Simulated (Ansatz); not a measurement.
Isolated molecules relaxed with PBE0-D4/def2-TZVP in Ansatz; ΔE leaves out vibrations. CBS: MP2 limit from def2 TZ/QZ plus the TZ coupled-cluster correction, frozen cores. This one scheme is used for every species. DFT in def2-TZVPP. B3LYP here is the variant with VWN-RPA as its local correlation; programs differ in this. One conformer a species, not always the lowest.

Consider the formal exchange of groups at a B–C bond: `BC(=N)F` + `CC(C)=O` → `BCC(C)=O` + `N=CF`.

```tsv
level	ΔE (kJ/mol)
LDA (SPW92)	-5.3
revPBE-D4	-1.3
PBE0-D4	-4.6
BLYP	5.1
B3LYP	1.8
r2SCAN0	-4.4
MP2/def2-TZVPP	-5.2
SCS-MP2/def2-QZVPP	-2.7
```

Task: What does CCSD(T)/CBS give? (Best estimate.)

Result: Computed: -2.5 kJ/mol. The listed levels differ from it by -2.8, 1.2, -2.1, 7.6, 4.3, -1.9, -2.7, -0.2 kJ/mol.

Largest T1 diagnostic among the species: 0.014.

Leaving LDA and LC-ωPBE aside and taking each functional with its dispersion term where it has one, the values, not all of them listed here, spread over 7.7 kJ/mol, from PBE-QIDH to BLYP-D4. LDA lies −5.2 kJ/mol from PBE without D4. From BLYP to BHLYP (50 % exact exchange), in def2-TZVPP and without D4, ΔE moves by −5.9 kJ/mol.

CCSD(T)/CBS has its own doubt, a few kJ/mol and more with outer-core shells, so smaller differences from it don't rank the levels.
